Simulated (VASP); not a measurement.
# ZrC (Fm-3m) in VASP: notebook

One crystal, ZrC, is run at these levels: PBE; tasks: relaxation of cell and atoms.

All numbers are computed with VASP 6.6.1; they aren't measurements. Logs are shortened: lines on timing, memory, paths and dates and some standing lists are left out, and cuts for length are marked.

## Step 1: The structure

It takes space group Fm-3m (No. 225, cubic). The conventional cell has a = 4.730 Å, b = 4.730 Å, c = 4.730 Å, α = 90.00°, β = 90.00°, γ = 90.00°. Around Zr (site symmetry m-3m) lie 6 C at 2.37 Å. C (site symmetry m-3m) has 6 Zr at 2.37 Å as nearest neighbours.

## Step 2: Relaxation of cell and atoms, PBE

Contents of INCAR:

```
PREC     = Accurate       # precision mode
ENCUT    = 600            # plane-wave cutoff, eV
EDIFF    = 1E-6           # SCF threshold, eV
ISMEAR   = 1              # smearing method
SIGMA    = 0.1            # smearing width, eV
LREAL    = False          # projectors in reciprocal space
LASPH    = True           # aspherical terms in the spheres
NELM     = 80             # most SCF steps
ALGO     = Normal         # electronic algorithm
ISIF     = 3              # what is computed and relaxed
LWAVE    = False          # write WAVECAR
LCHARG   = False          # write CHGCAR
GGA      = PE             # functional
IBRION   = 2              # ionic algorithm
NSW      = 90             # ionic steps
EDIFFG   = -0.01          # ionic threshold
```

Contents of KPOINTS:

```
regular mesh
0
Gamma
  14 14 14
```

Contents of POSCAR:

```
ZrC
1.0
    0.0000000000      2.3650000000      2.3650000000
    2.3650000000      0.0000000000      2.3650000000
    2.3650000000      2.3650000000      0.0000000000
Zr C
1 1
Direct
    0.5000000000      0.5000000000      0.5000000000
    0.0000000000      0.0000000000      0.0000000000
```

Potentials or basis: VASP PAW PBE potentials, release 64 (Zr_sv, C).

On the command line:

```sh
$ cat potpaw_PBE.64/Zr_sv/POTCAR potpaw_PBE.64/C/POTCAR > POTCAR
$ mpirun -np 1 vasp_std > vasp.out
```

OUTCAR:

```text
PREC = Accurate
   ENCUT = 600
   EDIFF = 1E-6
   ISMEAR = 1
   LREAL = False
   LASPH = True
   NELM = 80
   ISIF = 3
   GGA = PE
   IBRION = 2
   NSW = 90
   EDIFFG = -0.01

 ion  position               nearest neighbor table
   1  0.500  0.500  0.500-   2 2.37   2 2.37   2 2.37   2 2.37   2 2.37   2 2.37
   2  0.000  0.000  0.000-   1 2.37   1 2.37   1 2.37   1 2.37   1 2.37   1 2.37

  LATTYP: Found a face centered cubic cell.
 ALAT       =     4.7300000000

  Lattice vectors:

 A1 = (   0.0000000000,   2.3650000000,   2.3650000000)
 A2 = (   2.3650000000,   0.0000000000,   2.3650000000)
 A3 = (   2.3650000000,   2.3650000000,   0.0000000000)

Analysis of symmetry for initial positions (statically):
=====================================================================
 Subroutine PRICEL returns:
 Original cell was already a primitive cell.

 Routine SETGRP: Setting up the symmetry group for a
 face centered cubic supercell.

 Subroutine GETGRP returns: Found 48 space group operations
 (whereof 48 operations were pure point group operations)
 out of a pool of 48 trial point group operations.

The static configuration has the point symmetry O_h .

Analysis of symmetry for dynamics (positions and initial velocities):
=====================================================================
 Subroutine PRICEL returns:
 Original cell was already a primitive cell.

 Routine SETGRP: Setting up the symmetry group for a
 face centered cubic supercell.

 Subroutine GETGRP returns: Found 48 space group operations
 (whereof 48 operations were pure point group operations)
 out of a pool of 48 trial point group operations.

The dynamic configuration has the point symmetry O_h .

 Subroutine INISYM returns: Found 48 space group operations
 (whereof 48 operations are pure point group operations),
 and found     1 'primitive' translations

----------------------------------------------------------------------------------------

                                     Primitive cell

  volume of cell :      26.4560

  direct lattice vectors                    reciprocal lattice vectors
     0.000000000  2.365000000  2.365000000    -0.211416490  0.211416490  0.211416490
     2.365000000  0.000000000  2.365000000     0.211416490 -0.211416490  0.211416490
     2.365000000  2.365000000  0.000000000     0.211416490  0.211416490 -0.211416490

  length of vectors
     3.344615075  3.344615075  3.344615075     0.366184103  0.366184103  0.366184103

  position of ions in fractional coordinates (direct lattice)
     0.500000000  0.500000000  0.500000000
     0.000000000  0.000000000  0.000000000

  ion indices of the primitive-cell ions
   primitive index   ion index
                 1           1
                 2           2

----------------------------------------------------------------------------------------

 KPOINTS: regular mesh

Automatic generation of k-mesh.
 Grid dimensions read from file:
 generate k-points for:   14   14   14

 Generating k-lattice:

  Cartesian coordinates                     Fractional coordinates (reciprocal lattice)
    -0.015101178  0.015101178  0.015101178     0.071428571  0.000000000  0.000000000
     0.015101178 -0.015101178  0.015101178     0.000000000  0.071428571  0.000000000
     0.015101178  0.015101178 -0.015101178     0.000000000  0.000000000  0.071428571

  Length of vectors
     0.026156007  0.026156007  0.026156007

  Shift w.r.t. Gamma in fractional coordinates (k-lattice)
     0.000000000  0.000000000  0.000000000

 Subroutine IBZKPT returns following result:
 ===========================================

 Found    104 irreducible k-points:

 Following reciprocal coordinates:
            Coordinates               Weight
  0.000000  0.000000  0.000000      1.000000
  0.071429  0.000000  0.000000      8.000000
  0.142857  0.000000  0.000000      8.000000
  0.214286  0.000000  0.000000      8.000000
  0.285714  0.000000  0.000000      8.000000
  0.357143  0.000000  0.000000      8.000000
[... 16 lines left out ...]
  0.214286  0.142857  0.000000     24.000000
  0.285714  0.142857  0.000000     24.000000
 [... further k-points ...]
   k-points           NKPTS =    104   k-points in BZ     NKDIM =    104   number of bands    NBANDS=     12
   number of dos      NEDOS =    301   number of ions     NIONS =      2
   total plane-waves  NPLWV =  21952
   dimension x,y,z NGX =    28 NGY =   28 NGZ =   28
   dimension x,y,z NGXF=    56 NGYF=   56 NGZF=   56
   ions per type =               1   1
   NGX,Y,Z   is equivalent  to a cutoff of  13.92, 13.92, 13.92 a.u.
   NGXF,Y,Z  is equivalent  to a cutoff of  27.84, 27.84, 27.84 a.u.
 SYSTEM =  unknown system
   PREC   = accura    normal or accurate (medium, high low for compatibility)
   ISTART =      0    job   : 0-new  1-cont  2-samecut
   ICHARG =      2    charge: 1-file 2-atom 10-const
   ISPIN  =      1    spin polarized calculation?
   LNONCOLLINEAR =      F non collinear calculations
   LSORBIT =      F    spin-orbit coupling
   LASPH  =      T    aspherical Exc in radial PAW
   ENCUT  =  600.0 eV  44.10 Ry    6.64 a.u.   6.68  6.68  6.68*2*pi/ulx,y,z
   NELM   =     80;   NELMIN=  2; NELMDL= -5     # of ELM steps
   EDIFF  = 0.1E-05   stopping-criterion for ELM
   LREAL  =      F    real-space projection
   EDIFFG = -.1E-01   stopping-criterion for IOM
   NSW    =     90    number of steps for IOM
   IBRION =      2    ionic relax: 0-MD 1-quasi-New 2-CG
   NFREE  =      1    steps in history (QN), initial steepest desc. (CG)
   ISIF   =      3    stress and relaxation
   ISYM   =      2    0-nonsym 1-usesym 2-fastsym
   POTIM  = 0.5000    time-step for ionic-motion
   TEBEG  =    0.0;   TEEND  =   0.0 temperature during run
   PSTRESS=    0.0 pullay stress
   NELECT =      16.0000    total number of electrons
   NUPDOWN=      -1.0000    fix difference up-down
   EMIN   =  10.00;   EMAX   =-10.00  energy-range for DOS
   EFERMI =   0.00;   METHOD = LEGACY
   ISMEAR =     1;   SIGMA  =   0.10  broadening in eV -4-tet -1-fermi 0-gaus
   EFERMI_NEDOS =   21; number of points for ismear=-14 and -15
   IALGO  =     38    algorithm
   IMIX   =      4    mixing-type and parameters
     AMIX     =   0.40;   BMIX     =  1.00
     AMIX_MAG =   1.60;   BMIX_MAG =  1.00
  volume/ion in A,a.u.               =      13.23        89.27
  Fermi-wavevector in a.u.,A,eV,Ry     =   1.384439  2.616209 26.077880  1.916670
  Thomas-Fermi vector in A             =   2.508943
   LORBIT       =      0    0 simple, 1 ext, 2 COOP (PROOUT), +10 PAW based schemes
   GGA     = PE    functional components
   LHFCALC =     F    Hartree Fock is set to
   AEXX    =    0.0000 exact exchange contribution
   IVDW    =     0    specifies the selected vdW correction
   LEPSILON=     F    determine dielectric tensor
   LRPA    =     F    only Hartree local field effects (RPA)
 conjugate gradient relaxation of ions
 non-spin polarized calculation
 Methfessel and Paxton  Order N= 1 SIGMA  =   0.10
  energy-cutoff  :      600.00
  volume of cell :       26.46
 maximum number of plane-waves:       905
   NGX = 13   NGY = 13   NGZ = 13

--------------------------------------- Ionic step        1  -------------------------------------------

 number of electron      16.0000000 magnetization

 Free energy of the ion-electron system (eV)
  ---------------------------------------------------
  ext. energy  EPLUGINS =         0.00000000
  ---------------------------------------------------
  free energy    TOTEN  =       -19.46019099 eV

  energy without entropy =      -19.46003448  energy(sigma->0) =      -19.46013882

------------------------ aborting loop because EDIFF is reached ----------------------------------------

  FORCE on cell =-STRESS in cart. coord.  units (eV):
  Direction    XX          YY          ZZ          XY          YZ          ZX
  --------------------------------------------------------------------------------------
  -------------------------------------------------------------------------------------
  Total       -0.4561877     -0.4561877     -0.4561877     -0.0000000      0.0000000      0.0000000
  in kB      -27.6268087    -27.6268087    -27.6268087     -0.0000000      0.0000000      0.0000000
  external PRESSURE =     -27.6268087 kB  Pullay stress =       0.0000000 kB

 VOLUME and BASIS-vectors are now :
 -----------------------------------------------------------------------------
  energy-cutoff  :      600.00
  volume of cell :       26.46
      direct lattice vectors                 reciprocal lattice vectors
     0.000000000  2.365000000  2.365000000    -0.211416490  0.211416490  0.211416490
     2.365000000  0.000000000  2.365000000     0.211416490 -0.211416490  0.211416490
     2.365000000  2.365000000  0.000000000     0.211416490  0.211416490 -0.211416490
[... 37 lines left out ...]
 POSITION                                       TOTAL-FORCE (eV/Angst)
 -----------------------------------------------------------------------------------
      2.33898      2.33898      2.33898         0.000000     -0.000000     -0.000000
      2.33898      2.33898      4.67795        -0.000000      0.000000      0.000000
 -----------------------------------------------------------------------------------
    total drift:                                0.000000      0.000000      0.000000

  FREE ENERGIE OF THE ION-ELECTRON SYSTEM (eV)
  ---------------------------------------------------
  free  energy   TOTEN  =       -19.4555151241 eV

  energy  without entropy=      -19.4553195611  energy(sigma->0) =      -19.45544994

--------------------------------------- Ionic step        3  -------------------------------------------

 number of electron      16.0000000 magnetization

 Free energy of the ion-electron system (eV)
  ---------------------------------------------------
  ext. energy  EPLUGINS =         0.00000000
  ---------------------------------------------------
  free energy    TOTEN  =       -19.46314137 eV

  energy without entropy =      -19.46296785  energy(sigma->0) =      -19.46308353

 E-fermi :   9.5617     XC(G=0): -12.1033

 val. band max:        9.5493838288   @ k =   0.3571   0.2857   0.0000
 cond. band min:       9.5956564259   @ k =   0.5000   0.5000   0.0000
 fundamental gap:      0.0462725970
 Fermi energy:         9.5617317646

 k-point     1 :       0.0000    0.0000    0.0000
  band No.  band energies     occupation
      1     -38.5866      2.00000
      2     -16.3013      2.00000
      3     -16.3013      2.00000
      4     -16.3013      2.00000
      5      -1.7425      2.00000
      6      10.4762     -0.00000
      7      10.4762     -0.00000
      8      10.4762     -0.00000
      9      10.6346     -0.00000
     10      10.6346     -0.00000
     11      10.6346     -0.00000
     12      12.3374      0.00000

 k-point     2 :       0.0714    0.0000    0.0000
  band No.  band energies     occupation
      1     -38.5818      2.00000
      2     -16.3458      2.00000
      3     -16.3052      2.00000
      4     -16.3052      2.00000
      5      -1.6276      2.00000
      6       9.6084      0.29728
      7       9.8282     -0.00108
      8       9.8282     -0.00108
      9      10.8810     -0.00000
     10      10.8810     -0.00000
     11      11.2383     -0.00000
     12      12.9776      0.00000
[... 316 lines left out ...]
 k-point    24 :       0.2857    0.1429    0.0000
  band No.  band energies     occupation
      1     -38.5282      2.00000
      2     -16.7182      2.00000
      3     -16.4014      2.00000
      4     -16.3875      2.00000
      5      -0.4443      2.00000
      6       6.3925      2.00000
      7       7.9670      2.00000
      8       8.4554      2.00000
      9      10.5163     -0.00000
     10      13.0283      0.00000
     11      13.4985      0.00000
     12      14.8289      0.00000

 [... further k-points ...]

------------------------ aborting loop because EDIFF is reached ----------------------------------------

  FORCE on cell =-STRESS in cart. coord.  units (eV):
  Direction    XX          YY          ZZ          XY          YZ          ZX
  --------------------------------------------------------------------------------------
  -------------------------------------------------------------------------------------
  Total       -0.0008091     -0.0008091     -0.0008091      0.0000000      0.0000000      0.0000000
  in kB       -0.0496313     -0.0496313     -0.0496313      0.0000000      0.0000000      0.0000000
  external PRESSURE =      -0.0496313 kB  Pullay stress =       0.0000000 kB

 VOLUME and BASIS-vectors are now :
 -----------------------------------------------------------------------------
  energy-cutoff  :      600.00
  volume of cell :       26.12
      direct lattice vectors                 reciprocal lattice vectors
    -0.000000000  2.354964448  2.354964448    -0.212317430  0.212317430  0.212317430
     2.354964448  0.000000000  2.354964448     0.212317430 -0.212317430  0.212317430
     2.354964448  2.354964448  0.000000000     0.212317430  0.212317430 -0.212317430

 POSITION                                       TOTAL-FORCE (eV/Angst)
 -----------------------------------------------------------------------------------
      2.35496      2.35496      2.35496        -0.000000      0.000000     -0.000000
      0.00000      0.00000      0.00000         0.000000     -0.000000      0.000000
 -----------------------------------------------------------------------------------
    total drift:                                0.000000      0.000000      0.000000

  FREE ENERGIE OF THE ION-ELECTRON SYSTEM (eV)
  ---------------------------------------------------
  free  energy   TOTEN  =       -19.4631413719 eV

  energy  without entropy=      -19.4629678468  energy(sigma->0) =      -19.46308353

 reached required accuracy - stopping structural energy minimisation
```

Wall time 43 s (1 thread of Intel Xeon 6975P-C (Granite Rapids), shared host); peak memory 0.19 GiB.

What came out:

```yaml
Free_energy: -19.4631 eV
Relaxed_volume: 13.06 Å³/atom
Relaxed_cell: a = 3.330 Å, b = 3.330 Å, c = 3.330 Å, α = 60.00°, β = 60.00°, γ = 60.00°
Space_group_after_relaxing_to_0.05_Å: Fm-3m (No. 225)
Energy_gained_by_relaxing: 1.5 meV/atom
Ionic_steps: 3
Pressure_after_relaxing: 0.0 GPa
Band_gap_on_the_k_mesh: none (metal or under the smearing width)
```

Step by step:
```tsv
step	energy change (eV)	largest force (eV/Å)	pressure (GPa)	volume (Å³)
1	0.0000	0.0000	-2.76	26.46
2	0.0047	0.0000	4.72	25.59
3	-0.0030	0.0000	0.00	26.12
```

Final structure:
```cif
data_structure
_symmetry_space_group_name_H-M 'P 1'
_symmetry_Int_Tables_number 1
_cell_length_a 3.3304
_cell_length_b 3.3304
_cell_length_c 3.3304
_cell_angle_alpha 60.000
_cell_angle_beta 60.000
_cell_angle_gamma 60.000
_cell_volume 26.12
loop_
_atom_site_label
_atom_site_type_symbol
_atom_site_fract_x
_atom_site_fract_y
_atom_site_fract_z
_atom_site_occupancy
Zr1 Zr 0.50000 0.50000 0.50000 1
C1 C 0.00000 0.00000 0.00000 1
```

Levels at points of the mesh, in eV from the Fermi level:
| k point | band 4 | band 5 | band 6 | band 7 | band 8 | band 9 | band 10 | band 11 | band 12 |
| --- | --- | --- | --- | --- | --- | --- | --- | --- | --- |
| (0.00, 0.00, 0.00) | -25.86 | -11.30 | 0.91 | 0.91 | 0.91 | 1.07 | 1.07 | 1.07 | 2.78 |
| (0.50, 0.00, 0.00) | -25.94 | -8.26 | -5.29 | -2.93 | -2.93 | 4.45 | 4.45 | 5.27 | 6.48 |
| (0.50, 0.50, 0.00) | -26.14 | -10.14 | -2.09 | -1.76 | 0.03 | 0.03 | 4.40 | 5.60 | 5.60 |

(Part 1 of 2 ends here.)
